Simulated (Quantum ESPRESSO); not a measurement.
## MoS2: band structure with PBEsol

**The experiment to reproduce.**

From “Multiwavelength excitation Raman Scattering Analysis of bulk and 2 dimensional MoS2: Vibrational properties of atomically thin MoS2 layers”, 2015, arxiv:1506.03228, for a bulk crystal of MoS2 at 300 K: band gap 1.3 eV (indirect).

Crystal: MoS2.

```xyz
6
Lattice="3.1690 0.0000 0.0000 -1.5845 2.7444 0.0000 0.0000 0.0000 12.3240" Properties=species:S:1:pos:R:3 pbc="T T T"
Mo    1.5845    0.9148    9.2430
Mo    0.0000    1.8296    3.0810
S     1.5845    0.9148    4.6461
S     0.0000    1.8296   10.8081
S     1.5845    0.9148    1.5159
S     0.0000    1.8296    7.6779
```

```json
{
  "Program": "Quantum ESPRESSO 7.5",
  "Task": "band structure",
  "Functional": "PBEsol",
  "Potentials or basis": "GBRV 1.5 PBEsol",
  "Cutoff": "612 eV",
  "Density cutoff": "4898 eV",
  "k mesh": "10 × 10 × 3",
  "Occupations": "fermi-dirac, width 0.05 eV",
  "Spin": "no spin polarisation",
  "Mixing beta": "0.5",
  "Most SCF iterations": "120",
  "SCF threshold": "1.2e-09 Ry"
}
```

- Pressure: -3.3 GPa
- Largest force: 0.329 eV/Å
- Band gap on the k mesh: 0.88 eV, indirect (least direct gap 1.87 eV)
- Band gap along the path: 0.83 eV, indirect (least direct gap 1.65 eV)

Forces in eV/Å, atoms in the order of the input:
```
Mo   0.000  0.000  0.000
Mo   0.000  0.000  0.000
S    0.000  0.000 -0.329
S    0.000  0.000 -0.329
S    0.000  0.000  0.329
S    0.000  0.000  0.329
```

Stress tensor (GPa, compression positive):
```
-3.59  0.00  0.00
 0.00 -3.59  0.00
 0.00  0.00 -2.67
```

Levels at the corners of the path, in eV from the valence-band top:
```tsv
point	band 24	band 25	band 26	band 27	band 28	band 29
Γ	-1.18	-1.18	0.00	2.09	2.09	2.12
M	-1.52	-1.43	-1.30	1.59	1.64	1.98
K	-2.69	-0.79	-0.62	1.04	1.04	1.78
Γ	-1.18	-1.18	0.00	2.09	2.09	2.12
A	-2.16	-0.27	-0.27	2.10	2.10	2.10
L	-1.63	-1.36	-1.36	1.61	1.61	2.13
H	-2.87	-0.71	-0.71	1.04	1.04	2.25
A	-2.16	-0.27	-0.27	2.10	2.10	2.10
L	-1.63	-1.36	-1.36	1.61	1.61	2.13
M	-1.52	-1.43	-1.30	1.59	1.64	1.98
K	-2.69	-0.79	-0.62	1.04	1.04	1.78
H	-2.87	-0.71	-0.71	1.04	1.04	2.25
```

Run time: 3.4 min on 2 MPI ranks on Intel(R) Xeon(R) Platinum 8175M CPU @ 2.50GHz (Skylake/Cascade Lake), on a shared host, peak memory 0.48 GiB a rank.

A measured gap of MoS2 is 1.3 eV (indirect; 300 K; “Multiwavelength excitation Raman Scattering Analysis of bulk and 2 dimensional MoS2: Vibrational properties of atomically thin MoS2 layers”, 2015, arxiv:1506.03228); the calculated 0.83 eV misses it by -0.47 eV. Spin-orbit coupling on Mo is left out. The value is that of PBEsol, without temperature or zero-point motion. Semilocal functionals fall short of measured gaps as a rule.

Caveat: some levels on the path didn't converge; this functional lacks dispersion, which binds the layers, so the pressure and a relaxed spacing across them are unreliable.
